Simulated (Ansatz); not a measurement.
# HfN: an axial (c/a) deformation path

One table from this session's results is given with a row withheld; the runs are named, their logs left out.

Method: DFT PBEsol, scalar-relativistic, plane waves, PAW, in Ansatz 0.2.0.

1 further run of the same task is left out (set aside as unsound or not needed). Runs told in other sessions of the task aren't counted.

### The starting structure

Symmetry: P6_3/mmc, No. 194, hexagonal system. Conventional cell: a = 3.128 Å, b = 3.128 Å, c = 5.391 Å, α = 90.00°, β = 90.00°, γ = 120.00°. Hf (site symmetry -6m2) has 6 N at 2.25 Å in its first shell of neighbours. Around N (site symmetry -3m) lie 6 Hf at 2.25 Å.

As a file:

```cif
data_structure
_symmetry_space_group_name_H-M 'P 1'
_symmetry_Int_Tables_number 1
_cell_length_a 3.1277
_cell_length_b 3.1277
_cell_length_c 5.3909
_cell_angle_alpha 90.000
_cell_angle_beta 90.000
_cell_angle_gamma 120.000
_cell_volume 45.67
loop_
_atom_site_label
_atom_site_type_symbol
_atom_site_fract_x
_atom_site_fract_y
_atom_site_fract_z
_atom_site_occupancy
Hf1 Hf 0.66667 0.33333 0.75000 1
Hf2 Hf 0.33333 0.66667 0.25000 1
N1 N 0.00000 0.00000 0.00000 1
N2 N 0.00000 0.00000 0.50000 1
```

It goes back to an entry of the Materials Project, which need not be the stable form.

It is the result of an earlier relaxation at this level (volume 11.42 Å³/atom; gap on the mesh: none (metal)).

The first run:

Contents of input.yaml:

```yaml
crystal:
  lattice:
    - [3.1277073108, 0.0, 0.0]
    - [-1.5638536554, 2.7086739867, 0.0]
    - [0.0, 0.0, 5.3909359352]
  atoms:
    - { symbol: Hf, position: [0.6666666667, 0.3333333333, 0.75] }
    - { symbol: Hf, position: [0.3333333333, 0.6666666667, 0.25] }
    - { symbol: "N", position: [0.0, 0.0, 0.0] }
    - { symbol: "N", position: [0.0, 0.0, 0.5] }
basis:
  ecutwfc: 420
kpoints:
  mp_grid: { grid: [18, 18, 10] }
hamiltonian:
  xc: pbesol
scf:
  occupations: { method: gaussian, width: 0.15 }
output:
  forces: true
  stress: true
  eigenvalues: true
```

Launch:

```console
> ansatz run input.yaml --threads 1 --pin off --max-ram 2560MiB --backend cpu --events-out ev --progress --plain --runs-dir out
```

Steps of the session up to this table: The reference: the undisturbed cell on the scan's mesh; ρ = 0.850; Point ρ = 1.200; At ρ = 0.920.

One table of the session follows, with a row left open; its other results are not shown here.

| ρ | ΔE (meV/atom) | pressure (GPa) |
| --- | --- | --- |
| 0.850 | 294.4 | 1.8 |
| 0.920 | ? | ? |
| 1.000 | 0.0 | 0.0 |
| 1.200 | 326.2 | 1.1 |

Q: Estimate the row for ρ = 0.920 from the others.

Worked estimate for «ΔE (meV/atom)». A straight line through the neighbours (0.850, 294.4) and (1.000, 0.0) gives 294.4 + (0.0 − 294.4) × (0.920 − 0.850) / (1.000 − 0.850) = 157.0; a parabola fitted to 3 rows on both sides gives 99.5.

**Answer.** ΔE (meV/atom): 75.7; pressure (GPa): 0.5. In «ΔE (meV/atom)» the line misses by +81.3 and the parabola by +23.8.
